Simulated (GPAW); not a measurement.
TiO2, 6 atoms in the cell. It takes space group P4_2/mnm (No. 136, tetragonal). Conventional cell: a = 4.600 Å, b = 4.600 Å, c = 2.959 Å, α = 90.00°, β = 90.00°, γ = 90.00°. Around Ti (site symmetry mmm) lie 6 O at 1.95 to 1.98 Å. O (site symmetry m2m) has 3 Ti at 1.95 to 1.98 Å as nearest neighbours. The cell is a database's computed one.

* Program: GPAW 26.7.0
* Task: equation of state
* Functional: PBE
* Potentials or basis: PAW data sets generated in the run's folder for this functional
* Cutoff: 800 eV
* Basis: pw
* k mesh: 4 × 4 × 6
* Occupations: fermi-dirac, width 0.05 eV
* Spin: no spin polarisation
* Maxiter: 150
* Eos scales: [0.94, 0.96, 0.98, 1.0, 1.02, 1.04, 1.06]

Potentials or basis: PAW data sets generated in the run's folder for this functional, pw.

Run with:

```sh
$ gpaw-setup -f PBE O Ti
$ OMP_NUM_THREADS=1 python run.py
```

Hardware: 1 thread of Intel(R) Xeon(R) Platinum 8488C (Sapphire Rapids), with other jobs on the host.

Task: How long does it take, and how much memory?

Result: It took 6.2 min on 1 thread of Intel(R) Xeon(R) Platinum 8488C (Sapphire Rapids) (shared host), peak memory 0.45 GiB. Counts: scf iterations 87, plane waves 3153, bands 43, k points 28.
